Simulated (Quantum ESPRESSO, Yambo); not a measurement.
An input for Yambo 5.3.0 (CdSe (Cadmoselite)):

```
optics
bss
bse
em1s
dipoles
rim_cut
RandQpts= 1000000
RandGvec= 1 RL
Chimod= "HARTREE"
BSKmod= "SEX"
BSEmod= "resonant"
BSSmod= "d"
BSENGexx= 20 Ry
BSENGBlk= 4 Ry
% BSEQptR
 1 | 1 |
%
% BSEBands
 85 | 91 |
%
% BEnRange
 0 | 3 | eV
%
% BDmRange
 0.1 | 0.1 | eV
%
BEnSteps= 61
% BLongDir
 1 | 0 | 0 |
%
% BndsRnXs
 53 | 140 |
%
NGsBlkXs= 4 Ry
% LongDrXs
 1 | 1 | 1 |
%
% KfnQP_E
 0.581 | 1.0 | 1.0 |
%
WRbsWF
FFTGvecs= 47 Ry
```

The database entry behind the starting cell differs from later determinations by our own check (inner coordinate of an old entry), so it need not match the best structure at ambient conditions.

```sh
OMP_NUM_THREADS=2 mpirun -n 8 yambo -F bse9.in -J bse9 -C bse9 > bse9.log
```

The stored states that it reads are on a 9×9×6 mesh. The structure is hexagonal, space group P6_3mc (No. 186). Conventional cell: a = 4.300 Å, b = 4.300 Å, c = 7.020 Å, α = 90.00°, β = 90.00°, γ = 120.00°. Cd has 4 Se at 2.61 to 2.70 Å nearest. Se has 4 Cd at 2.61 to 2.70 Å nearest. Farther neighbours and most contacts between anions are not listed.

Question: How long will it take on 8 MPI ranks of Arm Neoverse V2, shared host, and how much memory?

It took 19 min; on shared hardware allow 9.6 min to 38 min. Peak host memory was 13 GiB.

The kernel grows as the square of the matrix size, and full diagonalisation as its cube.

[Paths, hosts, dates, memory and timing lines, banners, echoed tables and standing remarks are left out of the program output.]

[Logs are printed without paths, hosts, clocks, repeated set-up lines and the standing remarks that a program may print on its own settings, such as how far it seeks lower states.]

[Runs of the session that timed out or met a known fault of the program may be left out.]

[Hosts, paths, dates, database ids (printed as entryN), source tags and the programs' standing remarks are cut or masked in the printed files.]
